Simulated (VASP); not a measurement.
# Fe (Fmmm) in VASP: further runs

The runs below take Fe through single point, with PBEsol.

Program: VASP 6.6.1. These are calculated values, not measurements. Logs are shortened: lines on timing, memory, paths and dates and some standing lists are left out, and cuts for length are marked.

## 1. The structure

The structure is orthorhombic, space group Fmmm (No. 69). The conventional cell has a = 2.997 Å, b = 3.883 Å, c = 3.930 Å, α = 90.00°, β = 90.00°, γ = 90.00°. Fe (site symmetry mmm) has 12 Fe at 2.45 to 2.76 Å as nearest neighbours.

## 2. Single point, PBEsol, collinear spin, ferromagnetic start

INCAR

```
SYSTEM = Fe
ADDGRID = .False.
ALGO = Normal
EDIFF = 1E-6
ENCUT = 450
GGA = PS
ISIF = 2
ISMEAR = 0
ISPIN = 2
LASPH = .True.
LCHARG = .False.
LMAXMIX = 4
LORBIT = 11
LREAL = .False.
LWAVE = .False.
MAGMOM = 3
NELM = 100
PREC = Accurate
SIGMA = 0.15
```

KPOINTS

```
k-points
0
Gamma
  14 14 14
  0 0 0
```

POSCAR

```
Fe
1.0
    0.0000000000      1.9417396906      1.9651051623
    1.4984397099      0.0000000000      1.9651051623
    1.4984397099      1.9417396906      0.0000000000
Fe
1
Direct
    0.0000000000      0.0000000000      0.0000000000
```

Potentials or basis: VASP PAW PBE potentials, release 64 (Fe).

The run is started by

```bash
$ cat potpaw_PBE.64/Fe/POTCAR > POTCAR
$ mpirun -np 1 vasp_std > vasp.out
```

OUTCAR:

```text
SYSTEM = Fe
   EDIFF = 1E-6
   ENCUT = 450
   GGA = PS
   ISIF = 2
   ISMEAR = 0
   ISPIN = 2
   LASPH = .True.
   LORBIT = 11
   LREAL = .False.
   NELM = 100
   PREC = Accurate

 Found    428 irreducible k-points:

 Following reciprocal coordinates:
            Coordinates               Weight
  0.000000  0.000000  0.000000      1.000000
  0.071429 -0.000000 -0.000000      8.000000
  0.142857  0.000000 -0.000000      8.000000
  0.214286  0.000000 -0.000000      8.000000
  0.285714  0.000000  0.000000      8.000000
  0.357143  0.000000 -0.000000      8.000000
   k-points           NKPTS =    428   k-points in BZ     NKDIM =    428   number of bands    NBANDS=     10
   number of dos      NEDOS =    301   number of ions     NIONS =      1
   total plane-waves  NPLWV =   6480
   dimension x,y,z NGX =    20 NGY =   18 NGZ =   18
   dimension x,y,z NGXF=    40 NGYF=   36 NGZF=   36
   ions per type =               1
   NGX,Y,Z   is equivalent  to a cutoff of  12.04, 12.11, 12.20 a.u.
   NGXF,Y,Z  is equivalent  to a cutoff of  24.07, 24.22, 24.40 a.u.
 SYSTEM =  Fe
   PREC   = accura    normal or accurate (medium, high low for compatibility)
   ISTART =      0    job   : 0-new  1-cont  2-samecut
   ICHARG =      2    charge: 1-file 2-atom 10-const
   ISPIN  =      2    spin polarized calculation?
   LNONCOLLINEAR =      F non collinear calculations
   LSORBIT =      F    spin-orbit coupling
   LASPH  =      T    aspherical Exc in radial PAW
   ENCUT  =  450.0 eV  33.07 Ry    5.75 a.u.   4.78  4.27  4.24*2*pi/ulx,y,z
   NELM   =    100;   NELMIN=  2; NELMDL= -5     # of ELM steps
   EDIFF  = 0.1E-05   stopping-criterion for ELM
   LREAL  =      F    real-space projection
   EDIFFG = 0.1E-04   stopping-criterion for IOM
   NSW    =      0    number of steps for IOM
   IBRION =     -1    ionic relax: 0-MD 1-quasi-New 2-CG
   NFREE  =      0    steps in history (QN), initial steepest desc. (CG)
   ISIF   =      2    stress and relaxation
   ISYM   =      2    0-nonsym 1-usesym 2-fastsym
   POTIM  = 0.5000    time-step for ionic-motion
   TEBEG  =    0.0;   TEEND  =   0.0 temperature during run
   PSTRESS=    0.0 pullay stress
   NELECT =       8.0000    total number of electrons
   NUPDOWN=      -1.0000    fix difference up-down
   EMIN   =  10.00;   EMAX   =-10.00  energy-range for DOS
   EFERMI =   0.00;   METHOD = LEGACY
   ISMEAR =     0;   SIGMA  =   0.15  broadening in eV -4-tet -1-fermi 0-gaus
   EFERMI_NEDOS =   21; number of points for ismear=-14 and -15
   IALGO  =     38    algorithm
   IMIX   =      4    mixing-type and parameters
     AMIX     =   0.40;   BMIX     =  1.00
     AMIX_MAG =   1.60;   BMIX_MAG =  1.00
  volume/ion in A,a.u.               =      11.44        77.17
  Fermi-wavevector in a.u.,A,eV,Ry     =   1.453303  2.746344 28.736719  2.112089
  Thomas-Fermi vector in A             =   2.570585
   LORBIT       =     11    0 simple, 1 ext, 2 COOP (PROOUT), +10 PAW based schemes
   GGA     = PS    functional components
   LHFCALC =     F    Hartree Fock is set to
   AEXX    =    0.0000 exact exchange contribution
   IVDW    =     0    specifies the selected vdW correction
   LEPSILON=     F    determine dielectric tensor
   LRPA    =     F    only Hartree local field effects (RPA)
 spin polarized calculation
 Gauss-broadening in eV      SIGMA  =   0.15
  energy-cutoff  :      450.00
  volume of cell :       11.44
 maximum number of plane-waves:       261
   NGX =  9   NGY =  9   NGZ =  9

 number of electron       7.9999998 magnetization       2.2188876

 Free energy of the ion-electron system (eV)
  ---------------------------------------------------
  ext. energy  EPLUGINS =         0.00000000
  ---------------------------------------------------
  free energy    TOTEN  =        -8.88504130 eV

  energy without entropy =       -8.87321439  energy(sigma->0) =       -8.87912785

 E-fermi :   5.5917     XC(G=0): -13.2396

 val. band max:        5.5893959117   @ k =  -0.3571   0.0714   0.1429
 cond. band min:       5.5934350333   @ k =  -0.1429   0.3571   0.2857
 fundamental gap:      0.0040391216
 Fermi energy:         5.5917224710

 spin component 1

 k-point     1 :       0.0000    0.0000    0.0000
  band No.  band energies     occupation
      1      -2.8856      1.00000
      2       3.1437      1.00000
      3       3.2363      1.00000
      4       3.5747      1.00000
      5       4.3093      1.00000
      6       4.7023      1.00000
      7      29.3836      0.00000
      8      30.8600      0.00000
      9      31.1213      0.00000
     10      35.0589      0.00000

 k-point     2 :       0.0714   -0.0000   -0.0000
  band No.  band energies     occupation
      1      -2.6805      1.00000
      2       3.1566      1.00000
      3       3.2460      1.00000
      4       3.6072      1.00000
      5       4.2772      1.00000
      6       4.6780      1.00000
      7      28.5464      0.00000
      8      30.1466      0.00000
      9      30.8337      0.00000
     10      34.3125      0.00000

 k-point     3 :       0.1429    0.0000   -0.0000
  band No.  band energies     occupation
      1      -2.0862      1.00000
      2       3.1292      1.00000
      3       3.1877      1.00000
      4       3.8318      1.00000
      5       4.2143      1.00000
      6       4.6341      1.00000
      7      25.8109      0.00000
      8      29.1143      0.00000
      9      30.4194      0.00000
     10      33.5244      0.00000

 k-point     4 :       0.2143    0.0000   -0.0000
  band No.  band energies     occupation
      1      -1.1838      1.00000
      2       2.9819      1.00000
      3       3.0948      1.00000
      4       4.1995      1.00000
      5       4.2738      1.00000
      6       4.6156      1.00000
      7      22.5070      0.00000
      8      27.7828      0.00000
      9      29.9179      0.00000
     10      31.7095      0.00000

 k-point     5 :       0.2857    0.0000    0.0000
  band No.  band energies     occupation
      1      -0.1901      1.00000
      2       2.7747      1.00000
      3       3.1787      1.00000
      4       4.2429      1.00000
      5       4.6509      1.00000
      6       4.8237      1.00000
      7      19.2142      0.00000
      8      26.4466      0.00000
      9      29.0875      0.00000
     10      30.2964      0.00000

 k-point     6 :       0.3571    0.0000   -0.0000
  band No.  band energies     occupation
      1       0.4724      1.00000
      2       2.5868      1.00000
      3       3.8028      1.00000
      4       4.3204      1.00000
      5       4.7450      1.00000
      6       5.3614      0.98505
      7      16.1732      0.00000
      8      25.3686      0.00000
      9      27.8280      0.00000
     10      29.7961      0.00000

 [... further k-points ...]

 spin component 2

 k-point     1 :       0.0000    0.0000    0.0000
  band No.  band energies     occupation
      1      -2.6195      1.00000
      2       5.0269      1.00000
      3       5.1669      0.99997
      4       5.6576      0.26732
      5       6.8571      0.00000
      6       7.4474      0.00000
      7      29.2722      0.00000
      8      30.8013      0.00000
      9      31.0933      0.00000
     10      35.4969      0.00000

 k-point     2 :       0.0714   -0.0000   -0.0000
  band No.  band energies     occupation
      1      -2.4133      1.00000
      2       5.0375      1.00000
      3       5.1751      0.99996
      4       5.6858      0.18745
      5       6.8138      0.00000
      6       7.4170      0.00000
      7      28.6310      0.00000
      8      30.1553      0.00000
      9      30.8749      0.00000
     10      34.8737      0.00000

 k-point     3 :       0.1429    0.0000   -0.0000
  band No.  band energies     occupation
      1      -1.8122      1.00000
      2       5.0017      1.00000
      3       5.1117      1.00000
      4       5.9006      0.00179
      5       6.7182      0.00000
      6       7.3589      0.00000
      7      26.2466      0.00000
      8      29.1740      0.00000
      9      30.6322      0.00000
     10      34.1095      0.00000

 k-point     4 :       0.2143    0.0000   -0.0000
  band No.  band energies     occupation
      1      -0.8775      1.00000
      2       4.8658      1.00000
      3       4.9281      1.00000
      4       6.3670      0.00000
      5       6.6608      0.00000
      6       7.3244      0.00000
      7      23.1632      0.00000
      8      27.9178      0.00000
      9      30.3323      0.00000
     10      32.4342      0.00000

 k-point     5 :       0.2857    0.0000    0.0000
  band No.  band energies     occupation
      1       0.2506      1.00000
      2       4.6490      1.00000
      3       4.7896      1.00000
      4       6.6811      0.00000
      5       6.9683      0.00000
      6       7.3405      0.00000
      7      20.0459      0.00000
      8      26.5975      0.00000
      9      29.7511      0.00000
     10      30.8463      0.00000

 k-point     6 :       0.3571    0.0000   -0.0000
  band No.  band energies     occupation
      1       1.2751      1.00000
      2       4.4329      1.00000
      3       4.9631      1.00000
      4       6.7287      0.00000
      5       7.4033      0.00000
      6       7.5706      0.00000
      7      17.1913      0.00000
      8      25.5053      0.00000
      9      28.5149      0.00000
     10      30.3505      0.00000

 [... further k-points ...]

------------------------ aborting loop because EDIFF is reached ----------------------------------------

  FORCE on cell =-STRESS in cart. coord.  units (eV):
  Direction    XX          YY          ZZ          XY          YZ          ZX
  --------------------------------------------------------------------------------------
  -------------------------------------------------------------------------------------
  Total       -1.1265593     -0.4513681     -0.5809472      0.0000000      0.0000000      0.0000000
  in kB     -157.8405385    -63.2405134    -81.3956464      0.0000000      0.0000000      0.0000000
  external PRESSURE =    -100.8255661 kB  Pullay stress =       0.0000000 kB

 VOLUME and BASIS-vectors are now :
 -----------------------------------------------------------------------------
  energy-cutoff  :      450.00
  volume of cell :       11.44
      direct lattice vectors                 reciprocal lattice vectors
     0.000000000  1.941739691  1.965105162    -0.333680426  0.257501045  0.254439309
     1.498439710  0.000000000  1.965105162     0.333680426 -0.257501045  0.254439309
     1.498439710  1.941739691  0.000000000     0.333680426  0.257501045 -0.254439309

 POSITION                                       TOTAL-FORCE (eV/Angst)
 -----------------------------------------------------------------------------------
      0.00000      0.00000      0.00000         0.000000     -0.000000      0.000000
 -----------------------------------------------------------------------------------
    total drift:                                0.000000     -0.000000     -0.000000

  FREE ENERGIE OF THE ION-ELECTRON SYSTEM (eV)
  ---------------------------------------------------
  free  energy   TOTEN  =        -8.8850413025 eV

  energy  without entropy=       -8.8732143946  energy(sigma->0) =       -8.87912785

 total charge

# of ion       s       p       d       tot
------------------------------------------
    1        0.489   0.539   6.232   7.259

 magnetization (x)

# of ion       s       p       d       tot
------------------------------------------
    1       -0.013  -0.048   2.270   2.208
```

Run time: 60 s. Hardware: 1 thread of Intel Xeon Platinum 8259CL at 2.50GHz (Skylake/Cascade Lake), shared host; peak memory 0.18 GiB.

These settings aren't checked as converged: the numbers below hold their error.

What came out:

```
Free energy                                           : -8.8850 eV
Pressure                                              : -10.1 GPa
Band gap on the k mesh                                : none (metal or under the smearing width)
Net moment                                            : 2.22 μB per cell
Site moments                                          : Fe +2.21 μB
Valence electrons inside the program's atomic spheres : Fe 7.26
```

Caveat: the PAW data sets were made with another functional, which shifts forces and pressure a little.

[end of part 1 of 2]
